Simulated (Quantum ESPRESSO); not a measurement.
## ZrS2: equation of state with PBEsol

ZrS2:

```
Zr S
1.0
     3.69138    0.00000    0.00000
    -1.84569    3.19683    0.00000
     0.00000    0.00000    6.04108
Zr S
1 2
Direct
  0.00000 0.00000 0.00000
  0.33333 0.66667 0.23791
  0.66667 0.33333 0.76209
```

The cell is a database's computed one.

```yaml
Program: Quantum ESPRESSO 7.5
Task: equation of state
Functional: PBEsol
Potentials_or_basis: PseudoDojo 0.4.1 SR PBEsol standard
Cutoff: 898 eV
Density_cutoff: 3592 eV
k_mesh: 8 × 8 × 5
Occupations: fermi-dirac, width 0.05 eV
Spin: no spin polarisation
```

```yaml
Equilibrium_volume: 23.11 Å³/atom
Bulk_modulus_at_fixed_shape_and_positions: 94 GPa
Pressure_derivative_of_the_bulk_modulus: 4.1
```

Energy against volume, from the lowest point:
```tsv
volume (Å³/atom)	energy (meV/atom)
22.337	7.62
22.813	0.75
23.288	0.00
23.763	4.77
24.238	14.51
24.714	28.72
25.189	46.97
```

All runs of the series together: 4.4 min on 1 thread of Intel(R) Xeon(R) Platinum 8488C (Sapphire Rapids), with other jobs on the host.

Caveat: the cell was scaled at fixed shape and fractional positions, which overstates the stiffness of a crystal with free parameters, most of all of layers and chains; this functional lacks dispersion, which binds the layers, so the pressure and a relaxed spacing across them are unreliable.
